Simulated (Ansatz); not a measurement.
# 1T-SnSTe monolayer in a perpendicular field

Aim: how the 1T-SnSTe monolayer screens a field along its normal, and what the field does to its bands. A positive field points along +c.

Main program and level: Ansatz 0.2.0; plane-wave DFT, RPBE-D3(BJ), Ansatz PAW, in the first sound run; inputs show where later runs differ.

### Step 1. Set-up

The cell holds 3 atoms: 1 Te, 1 Sn and 1 S. Cell: a = 3.742 Å, b = 3.742 Å, c = 20.431 Å, α = 90.0°, β = 90.0°, γ = 120.0°. Vacuum lies along c.

### Step 2. Relaxing the slab

The starting cell is a guess, so the in-plane lattice and the atoms are relaxed first, with the slab cut off from its images along the normal. The program lengthens the vector along the normal by itself, so c and the volume that it reports differ from the typed ones.

File input.yaml:

```yaml
crystal:
  lattice:
    - [3.7422765, 0.0, 0.0]
    - [-1.87113825, 3.240906517, 0.0]
    - [0.0, 0.0, 20.4305228475]
  atoms:
    - { symbol: Te, position: [0.6666666667, 0.3333333333, 0.4405173606] }
    - { symbol: Sn, position: [0.0, 0.0, 0.5157036722] }
    - { symbol: S, position: [0.3333333333, 0.6666666667, 0.5594826394] }
  periodic: [true, true, false]
kpoints:
  mp_grid: { grid: [12, 12, 1] }
hamiltonian:
  xc: rpbe
  dispersion: d3bj
scf:
  occupations: { method: fermi_dirac, width: 0.05 }
  convergence: { dr2_threshold: 1.0e-09 }
relax:
  f_tol: 0.004
  max_steps: 90
  cell: {}
output:
  write_potential: true
  write_density: true
  volumetric_format: npy
```

On the command line:

```
> ansatz run input.yaml --threads 2 --pin off --max-ram 3072MiB --backend cpu --events-out ev --progress --plain --runs-dir out
```

Numbers of over 12 decimals in the logs are rounded to 6 here.

What it wrote:

```text
Warning: crystal.periodic: the lattice vector that does not repeat stood 0.000° off the slab's normal, 20.431 Å along it as the deck builds it. The run solves the slab on a vector along the normal, 28.661 Å long, with every atom where it was (on the deck's vector they left 18.00 Å outside them, and the widest stretch free of ions among them is 1.54 Å). A fractional position that the run reports is one of the run's ce [...]
Warning: relax.cell: scf.convergence.dr2_threshold = 1e-9 eV is looser than the 1.94152265477e-10 eV advised for a relaxation that steers and ends on the stress (1e-10 eV for each atom of the cell: 3, times the square of relax.cell.stress_2d_tol = 0.05 N/m over 12.4 Å (the atoms' height at the walk's start and 5 Å past either face), 4.022e-2 GPa, over a crystal's default 0.05). What an SCF threshold leaves in a stress goes as its square root, and in the free energy as the threshold itself, and one threshold admits the most on a small cell: [figures from the program's tests cut] Set scf.convergence.dr2_threshold to 1.94152265477e-10 eV or tighter. [rest of the remark cut]
crystal.periodic: the lattice vector that does not repeat stood 0.000° off the slab's normal, 20.431 Å along it as the deck builds it. The run solves the slab on a vector along the normal, 28.661 Å long, with every atom where it was (on the deck's vector they left 18.00 Å outside them, and the widest stretch free of ions among them is 1.54 Å). A fractional position that the run reports is one of the run's cell, which [...]
Engine: ansatz 0.2.0, aarch64-unknown-linux-gnu
Pseudopotentials: kind: paw
Pseudopotential: Te, paw, valence charge 16, recommended cutoff 420 eV (normal), Te.paw.azcp
Pseudopotential: Sn, paw, valence charge 14, recommended cutoff 420 eV (normal), Sn.paw.azcp
Pseudopotential: S, paw, valence charge 6, recommended cutoff 420 eV (normal), S.paw.azcp
Functional definition: RPBE
  parameter kappa = 0.804
  parameter beta = 0.066725
  exchange = rpbe_x(kappa = kappa, mu = beta*pi^2/3)
  correlation = pbe_c(beta = beta)
Crystal: 3 atoms, lattice volume = 347.612 Å³
Basis set: ecut = 420 eV, 6827 PW (Γ), exchange–correlation on 54×54×384 points (8 copies of the dense FFT grid, shifted against one another)
Bands: 22, of which v1, the nominal top of the filled ones, is band 18 counted from 1 (17 counted from 0)
Symmetry: 6 space group operations
Space group: P3m1 (ITA 156), of the structure as read, at distance tolerance 7.0e-5 Å
k-points: 19 of 144 (time reversal used)
Non-local potential: Te, projectors of the file, l = 0: 2, l = 1: 2, l = 2: 2, l = 3: 2
Non-local potential: Sn, projectors of the file, l = 0: 2, l = 1: 2, l = 2: 2, l = 3: 2
Non-local potential: S, projectors of the file, l = 0: 2, l = 1: 2, l = 2: 2
PAW form: soft (Blöchl's): semilocal exchange-correlation on the pseudo side does not see the compensation charge
PAW frozen core: Te, regenerated for the run's functional, and the local potential with it (the file was generated under x = pbe(κ = 0.804, μ = 0.219515), c = pbe(β = 0.066725))
PAW frozen core: Sn, regenerated for the run's functional, and the local potential with it (the file was generated under x = pbe(κ = 0.804, μ = 0.219515), c = pbe(β = 0.066725))
PAW frozen core: S, regenerated for the run's functional, and the local potential with it (the file was generated under x = pbe(κ = 0.804, μ = 0.219515), c = pbe(β = 0.066725))
PAW one-centre angular grid: Te, 590 points (default); XC on 64 Gauss nodes
PAW one-centre angular grid: Sn, 590 points (default); XC on 64 Gauss nodes
PAW one-centre angular grid: S, 110 points (default); XC on 64 Gauss nodes
Initial density: superposition of atomic densities (neutral atoms: chi_scale 0, normalization atom), corrected by the library's trained network
Initial wavefunctions: pseudopotential atomic-orbital guess
Functional: x = rpbe, c = pbe(β = 0.066725)
SCF iter   1: F=—  HF=-13930.384221 eV  |F-HF|=—  |Δ(HF+E_count)|=         —  Δρ=2.48e-3  dr2=4.05e-2  ethr=1.77e-3  ⟨swp⟩=16.5  Hψ=3841  notcnv=0
preconditioner: auto → none  [insulator: Δε(μ)=0.723 eV  Ē_g=10.113 eV  σ=0.050 eV  W_gap=1.00  n_scr=16 (ndim 8)  ℏωp=8.0 eV  f_vac=0.773  D(μ)=0.00/eV (n_scr^D=0)  ε∞_Penn≈1.6]
SCF iter   2: F=—  HF=-13930.401467 eV  |F-HF|=—  |Δ(HF+E_count)|=   1.72e-2  Δρ=2.08e-3  dr2=2.10e-1  ethr=1.13e-4  ⟨swp⟩=5.8  Hψ=1453  notcnv=0
SCF iter   3: F=—  HF=-13930.381257 eV  |F-HF|=—  |Δ(HF+E_count)|=   2.02e-2  Δρ=1.16e-3  dr2=3.46e-2  ethr=1.13e-4  ⟨swp⟩=5.7  Hψ=1327  notcnv=0
SCF iter   4: F=—  HF=-13930.378028 eV  |F-HF|=—  |Δ(HF+E_count)|=   3.23e-3  Δρ=4.84e-4  dr2=2.09e-3  ethr=9.61e-5  ⟨swp⟩=3.2  Hψ=635  notcnv=0  defer=1
SCF iter   5: F=—  HF=-13930.378248 eV  |F-HF|=—  |Δ(HF+E_count)|=   2.20e-4  Δρ=1.27e-4  dr2=4.89e-5  ethr=5.80e-6  ⟨swp⟩=3.9  Hψ=929  notcnv=0
SCF iter   6: F=—  HF=-13930.378300 eV  |F-HF|=—  |Δ(HF+E_count)|=   5.24e-5  Δρ=3.07e-5  dr2=3.13e-6  ethr=1.36e-7  ⟨swp⟩=3.7  Hψ=1063  notcnv=0
SCF iter   7: F=—  HF=-13930.378357 eV  |F-HF|=—  |Δ(HF+E_count)|=   5.62e-5  Δρ=6.34e-6  dr2=2.48e-7  ethr=8.69e-9  ⟨swp⟩=3.6  Hψ=975  notcnv=0
SCF iter   8: F=—  HF=-13930.378357 eV  |F-HF|=—  |Δ(HF+E_count)|=   2.25e-7  Δρ=1.99e-6  dr2=1.47e-8  ethr=6.88e-10  ⟨swp⟩=3.7  Hψ=943  notcnv=0
SCF iter   9: F=—  HF=-13930.378357 eV  |F-HF|=—  |Δ(HF+E_count)|=   2.96e-8  Δρ=5.42e-7  dr2=1.35e-9  ethr=4.07e-11  ⟨swp⟩=3.1  Hψ=903  notcnv=0
SCF iter  10: F=-13930.378357 eV  HF=-13930.378357 eV  |F-HF|=2.40e-10  |Δ(HF+E_count)|=   2.44e-9  Δρ=1.37e-7  dr2=7.15e-11  ethr=2.78e-12  ⟨swp⟩=12.4  Hψ=3310  notcnv=0
SCF 1 converged in 10 iterations: F = -13930.378357 eV  dr2 = 7.15e-11
  greatest PAW one-centre occupation: 0.998 electrons in one spin orbital (limit 2), on the Te atom at site 0 (counted from 0), in its partial waves of l = 2
relax step   1: F+E_penalty+E_count = -13930.37835693 eV  Δ(F+E_penalty+E_count) = +0.000e0 eV  max|allowed force component| = 4.886e0 eV/Å  Δτ_max = 0.0000 Å  P = +13.334 N/m  Ω = 347.612 Å³  fix = [c, alpha, beta]  reactions: c +0.000 N/m  (10 SCF iters, accepted)
Crystal: 3 atoms, lattice volume = 352.923 Å³
Basis set: ecut = 420 eV, 6923 PW (Γ), exchange–correlation on 54×54×384 points (8 copies of the dense FFT grid, shifted against one another)
Initial density: handed on by an earlier stage of this run
Initial wavefunctions: those handed on with the density
iter 1 solved again at ethr=2.95e-4 eV; its pass at ethr=3.10e-3 eV (dr2=1.06e-1 eV) is discarded
[...]
SCF iter   3: F=—  HF=-13932.185801 eV  |F-HF|=—  |Δ(HF+E_count)|=   3.11e-2  Δρ=8.69e-4  dr2=1.18e-2  ethr=7.94e-4  ⟨swp⟩=3.9  Hψ=844  notcnv=0
SCF iter   4: F=—  HF=-13932.183167 eV  |F-HF|=—  |Δ(HF+E_count)|=   2.63e-3  Δρ=1.66e-4  dr2=1.46e-4  ethr=3.28e-5  ⟨swp⟩=3.1  Hψ=899  notcnv=0
SCF iter   5: F=—  HF=-13932.183239 eV  |F-HF|=—  |Δ(HF+E_count)|=   7.14e-5  Δρ=1.17e-4  dr2=5.82e-5  ethr=4.05e-7  ⟨swp⟩=3.2  Hψ=901  notcnv=0
SCF iter   6: F=—  HF=-13932.183207 eV  |F-HF|=—  |Δ(HF+E_count)|=   3.14e-5  Δρ=2.50e-5  dr2=3.36e-6  ethr=1.62e-7  ⟨swp⟩=2.9  Hψ=818  notcnv=0
SCF iter   7: F=—  HF=-13932.183254 eV  |F-HF|=—  |Δ(HF+E_count)|=   4.66e-5  Δρ=9.37e-6  dr2=3.06e-7  ethr=9.34e-9  ⟨swp⟩=3.1  Hψ=710  notcnv=0
SCF iter   8: F=—  HF=-13932.183254 eV  |F-HF|=—  |Δ(HF+E_count)|=   3.33e-7  Δρ=2.77e-6  dr2=2.62e-8  ethr=8.49e-10  ⟨swp⟩=3.5  Hψ=983  notcnv=0
SCF iter   9: F=—  HF=-13932.183254 eV  |F-HF|=—  |Δ(HF+E_count)|=   4.95e-8  Δρ=9.27e-7  dr2=3.31e-9  ethr=7.28e-11  ⟨swp⟩=3.0  Hψ=858  notcnv=0
SCF iter  10: F=-13932.183254 eV  HF=-13932.183254 eV  |F-HF|=1.87e-9  |Δ(HF+E_count)|=   2.07e-9  Δρ=2.20e-7  dr2=1.91e-10  ethr=2.78e-12  ⟨swp⟩=12.8  Hψ=3344  notcnv=0
SCF 3 converged in 10 iterations: F = -13932.183254 eV  dr2 = 1.91e-10
relax step   3: F+E_penalty+E_count = -13932.18325444 eV  Δ(F+E_penalty+E_count) = -5.100e-1 eV  max|allowed force component| = 4.862e-1 eV/Å  Δτ_max = 0.1947 Å  P = -1.605 N/m  Ω = 347.430 Å³  energy of the carried Pulay correction = +1.799e-5 eV  fix = [c, alpha, beta]  reactions: c -0.000 N/m  (10 SCF iters, accepted)
[...]
relax step   4: F+E_penalty+E_count = -13932.27779889 eV  Δ(F+E_penalty+E_count) = -9.454e-2 eV  max|allowed force component| = 3.852e-1 eV/Å  Δτ_max = 0.1180 Å  P = -1.213 N/m  Ω = 327.011 Å³  energy of the carried Pulay correction = +2.097e-3 eV  fix = [c, alpha, beta]  reactions: c -0.000 N/m  (9 SCF iters, accepted)
[...]
relax step   5: F+E_penalty+E_count = -13932.29050159 eV  Δ(F+E_penalty+E_count) = -1.270e-2 eV  max|allowed force component| = 9.639e-2 eV/Å  Δτ_max = 0.0132 Å  P = -0.545 N/m  Ω = 322.319 Å³  energy of the carried Pulay correction = +2.593e-3 eV  fix = [c, alpha, beta]  reactions: c -0.000 N/m  (8 SCF iters, accepted)
[...]
relax step   6: F+E_penalty+E_count = -13932.29301861 eV  Δ(F+E_penalty+E_count) = -2.517e-3 eV  max|allowed force component| = 4.177e-2 eV/Å  Δτ_max = 0.0100 Å  P = -0.002 N/m  Ω = 318.174 Å³  energy of the carried Pulay correction = +3.037e-3 eV  fix = [c, alpha, beta]  reactions: c -0.000 N/m  (8 SCF iters, accepted)
[...]
relax step   7: F+E_penalty+E_count = -13932.29304430 eV  Δ(F+E_penalty+E_count) = -2.568e-5 eV  max|allowed force component| = 9.902e-3 eV/Å  Δτ_max = 0.0013 Å  P = -0.021 N/m  Ω = 318.386 Å³  energy of the carried Pulay correction = +3.014e-3 eV  fix = [c, alpha, beta]  reactions: c -0.000 N/m  (6 SCF iters, accepted)
[...]
relax step   8: F+E_penalty+E_count = -13932.29305304 eV  Δ(F+E_penalty+E_count) = -8.737e-6 eV  max|allowed force component| = 1.339e-3 eV/Å  Δτ_max = 0.0006 Å  P = -0.004 N/m  Ω = 318.363 Å³  energy of the carried Pulay correction = +3.016e-3 eV  fix = [c, alpha, beta]  reactions: c -0.000 N/m  (5 SCF iters, accepted)
Basis set: ecut = 420 eV, 6125 PW (Γ), exchange–correlation on 48×48×384 points (8 copies of the dense FFT grid, shifted against one another)
Initial wavefunctions: pseudopotential atomic-orbital guess (no wavefunctions were taken with the density)
iter 1 solved again at ethr=3.28e-7 eV; its pass at ethr=3.10e-3 eV (dr2=1.18e-4 eV) is discarded
SCF iter   1: F=—  HF=-13932.291281 eV  |F-HF|=—  |Δ(HF+E_count)|=         —  Δρ=4.36e-5  dr2=8.06e-7  ethr=3.28e-7  ⟨swp⟩=5.4  Hψ=5427  notcnv=0
SCF iter   2: F=—  HF=-13932.291362 eV  |F-HF|=—  |Δ(HF+E_count)|=   8.12e-5  Δρ=1.11e-5  dr2=2.98e-7  ethr=2.24e-9  ⟨swp⟩=3.6  Hψ=1094  notcnv=0
SCF iter   3: F=—  HF=-13932.291362 eV  |F-HF|=—  |Δ(HF+E_count)|=   1.67e-7  Δρ=3.06e-6  dr2=2.05e-8  ethr=8.27e-10  ⟨swp⟩=2.5  Hψ=796  notcnv=0
SCF iter   4: F=-13932.291362 eV  HF=-13932.291362 eV  |F-HF|=1.32e-9  |Δ(HF+E_count)|=   2.82e-9  Δρ=4.77e-7  dr2=7.04e-10  ethr=2.78e-12  ⟨swp⟩=15.4  Hψ=4611  notcnv=0
SCF 9 converged in 4 iterations: F = -13932.291362 eV  dr2 = 7.04e-10
relax step   9: F+E_penalty+E_count = -13932.29136192 eV  Δ(F+E_penalty+E_count) = +1.691e-3 eV  max|allowed force component| = 6.778e-4 eV/Å  Δτ_max = 0.0000 Å  P = -0.028 N/m  Ω = 318.363 Å³  fix = [c, alpha, beta]  reactions: c -0.000 N/m  stress off target by 2.81e-2 N/m on what of the cell is left free  SCF on the basis re-selected at this cell (its energy is not comparable with the rows above)  (4 SCF iters)
basis re-selected at this cell: Δ(F+E_penalty+E_count) = +1.691e-3 eV, ΔP = -0.025 N/m vs the last step (what re-selecting the basis moved, of the pressure what is left beyond the Pulay correction that the steps carried, after the strain that the cell walked since its last selection, with what the two solves' SCF thresholds leave and, on support functions, any second-order correction that the steps lacked; it is no measure of the basis error at this ecutwfc). The dense FFT grid was sized anew with the basis: this SCF ran on 24×24×192 points, the steps before it on 27×27×192, so part of this shift can come from that change (see relax.cell in the input reference). [rest of the remark cut]
SCF converged after 4 iterations
Free energy (F): -13932.291362 eV
Harris-Foulkes:  -13932.291362 eV  (|F-HF|=1.32e-9)
Internal energy: -13932.281284 eV  (E = F + TS)
E sigma→0 (E₀):  -13932.286323 eV
Entropy (-TS):   -0.010078 eV (-3.359 meV/atom)
Fermi energy:    -4.423714 eV
--- Per-component energies (eV) ---
  E_band       = -851.123286
  E_kinetic    = 478.964041
  E_local      = -61024.800878  (includes V_loc(G=0)·N_el)
  E_nonlocal   = -314.139594
  E_hartree    = 30521.425964
  E_xc         = -605.812429
  E_vxc        = -288.305378  (∫ρ·V_xc dr)
  E_paw        = -9423.447349  (= ΣΔE_a)
  E_vpaw       = -745.692465  (= ΣTr[D̂ρ^β])
  E_aug_tail   = -0.000192  (compensation charges beyond the density's cutoff)
  E_ewald      = 26440.845708
  E_disp       = -5.267281  (pairwise vdW)
  E_core_change = -0.049275  (= ΣΔE_core)
  E_smearing   = -0.010078  (= −TS)
  E_closure    = 0.000000  (closes the sum)
  Σ components = -13932.291362   (vs F -13932.291362, Δ=0.00e0)
--- Forces (eV/Å), atoms counted from 1 ---
  atom   1  Te     0.00000000    -0.00000000     0.00067778
  atom   2  Sn    -0.00000000     0.00000000    -0.00031039
  atom   3  S      0.00000000     0.00000000    -0.00036733
  max |Σ_I F_I| component: 6.23e-8 eV/Å
--- 2D stress c σ (N/m, compression-positive) ---
       -0.028145      -0.000000      -0.000000
       -0.000000      -0.028145      -0.000000
       -0.000000      -0.000000      -0.000000
  P = ½ c Tr σ = -0.0281 N/m
--- Band table (eV; the first three rows and the last of 19) ---
  k-point 0: bands = [... 14 lower, -6.4476, -6.4476, -3.7919, -3.7919, -3.4010, -1.2664, -0.4101, -0.3147]
  k-point 1: bands = [... 14 lower, -6.9635, -6.5702, -4.6100, -3.9520, -3.0768, -1.0999, -0.6523, -0.1525]
  k-point 2: bands = [... 14 lower, -7.4111, -6.8806, -6.0302, -4.3160, -2.8457, -1.4318, -0.3678, 0.1318]
  k-point 18: bands = [... 14 lower, -9.5239, -9.4878, -7.2131, -6.5471, -4.2068, -1.2571, -0.6429, 0.6569]
  the weakly bound empty levels are not read free of the cell's end (no_gap_told)
--- Relaxed structure (8 steps of the walk, 8 accepted, 1 SCFs on fresh bases) ---
  F+E_penalty+E_count = -13932.29136192 eV   max|allowed force component| = 6.778e-4 eV/Å   (the final SCF, on the basis selected at the relaxed cell)
  cell:  # Å, volume = 318.3626 Å³
    - [3.581374, 0, 0]
    - [-1.790687, 3.101561, 0]
    - [0, 0, 28.661046]
  atoms:
    - { symbol: Te, position: [0.666667, 0.333333, 0.298521] }
    - { symbol: Sn, position: [0, 0, 0.365443] }
    - { symbol: S, position: [0.333333, 0.666667, 0.416478] }
```

The job ended after 2.8 min (2 threads of Arm Neoverse N1, shared host; peak memory 0.58 GiB).

Step by step:

```tsv
step	energy less that of the first step (eV)	largest force component (eV/Å)	volume (Å³)
1	0.0000	4.8859	347.61
2	-1.2949	2.9696	352.92
3	-1.8049	0.4862	347.43
4	-1.8994	0.3852	327.01
5	-1.9121	0.0964	322.32
6	-1.9147	0.0418	318.17
7	-1.9147	0.0099	318.39
8	-1.9147	0.0013	318.36
9*	-1.9130	0.0007	318.36
```

Relaxation steps marked * repeat the geometry before them on a plane-wave basis chosen anew for their cell, so energy and pressure can jump there.

Forces are held to the 6 operations that the run works with; a distortion that breaks them can't arise in this run.

```tsv
cell as run	before	after	change
a (Å)	3.742	3.581	-4.3 %
b (Å)	3.742	3.581	-4.3 %
```

The atoms that moved most (Å, along periodic axes as changes of fractional coordinates times the final cell, across vacuum about the mean position):

```tsv
atom	dx	dy	dz	length
S3	0.000	0.000	0.506	0.506
Te1	0.000	0.000	-0.444	0.444
Sn2	0.000	0.000	-0.062	0.062
```

The relaxed structure:

```xyz
3
Lattice="3.5814 0.0000 0.0000 -1.7907 3.1016 0.0000 0.0000 0.0000 28.6610" Properties=species:S:1:pos:R:3
Te    1.7907    1.0339    8.5559
Sn    0.0000    0.0000   10.4740
S     0.0000    2.0677   11.9367
```

Numbers from this step:

```
energy at zero smearing : -13932.2863 eV
```

The lattice constant a goes from 3.742 to 3.581 Å.

(Part 1 of 4 ends here.)

[Logs are printed without paths, hosts, clocks, repeated set-up lines and the standing remarks that a program may print on its own settings, such as how far it seeks lower states.]

[Hosts, paths, dates, database ids (printed as entryN), source tags and the programs' standing remarks are cut or masked in the printed files.]

[Maps of the electrostatic potential energy from Ansatz leave out the sawtooth potential of an applied field or a dipole correction, so their vacuum need not be flat; planar profiles and work functions include it.]
